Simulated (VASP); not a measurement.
Wanted: the native input for a VASP 6.6.1 run.

* Task: single point
* Functional: r2SCAN
* Potentials or basis: VASP PAW PBE potentials, release 64 (Si)
* Cutoff: 520 eV
* k mesh: 6 × 6 × 6
* Occupations: gaussian, width 0.1 eV
* Spin: no spin polarisation
* Dipole correction: no
* Further INCAR settings: ALGO = Normal; EDIFF = 1e-07; NBANDS = 8

The system is Si.

```
CELL_PARAMETERS angstrom
2.63107 0.00000 0.00000
-1.31553 2.27857 0.00000
0.00000 0.00000 2.51971
ATOMIC_POSITIONS crystal
Si 0.00000 0.00000 0.00000
```

The cell was built by a generator and needn't be a form met in nature.

These files were run (other wordings do the same):

POSCAR

```
Si
1.0
    2.6310666699      0.0000000000      0.0000000000
   -1.3155333350      2.2785705752      0.0000000000
    0.0000000000      0.0000000000      2.5197059798
Si
1
Direct
    0.0000000000      0.0000000000      0.0000000000
```

INCAR.step1

```
PREC = Accurate
ENCUT = 520
ISMEAR = 0
SIGMA = 0.1
LREAL = F
LASPH = T
NELM = 100
NBANDS = 8
GGA = PE
ALGO = Normal
EDIFF = 1E-4
LWAVE = T
LCHARG = F
```

INCAR.step2

```
PREC = Accurate
ENCUT = 520
EDIFF = 1E-7
ISMEAR = 0
SIGMA = 0.1
LREAL = F
LASPH = T
NELM = 100
ALGO = Normal
ISIF = 2
LWAVE = F
LCHARG = T
METAGGA = R2SCAN
LMIXTAU = T
LELF = T
LVHAR = T
NBANDS = 8
ISTART = 1
```

KPOINTS

```
regular mesh
0
Gamma
  6 6 6
```

Potentials or basis: VASP PAW PBE potentials, release 64 (Si).

Run with:

```sh
$ cat potpaw_PBE.64/Si/POTCAR > POTCAR
$ cp INCAR.step1 INCAR
$ mpirun -np 1 vasp_std > vasp.out
$ cp INCAR.step2 INCAR
$ mpirun -np 1 vasp_std > vasp.out
```

Results of the run:

```
Pressure               : -0.1 GPa
Band gap on the k mesh : none (metal or under the smearing width)
```

Caveat: the k mesh is coarse (spacing up to 0.46 Å⁻¹), so the values aren't converged; the PAW data sets were made with another functional, which shifts forces and pressure a little.

Wall time 11 s on 1 thread of Intel(R) Xeon(R) Platinum 8488C (Sapphire Rapids), on a shared host, peak memory 0.12 GiB.
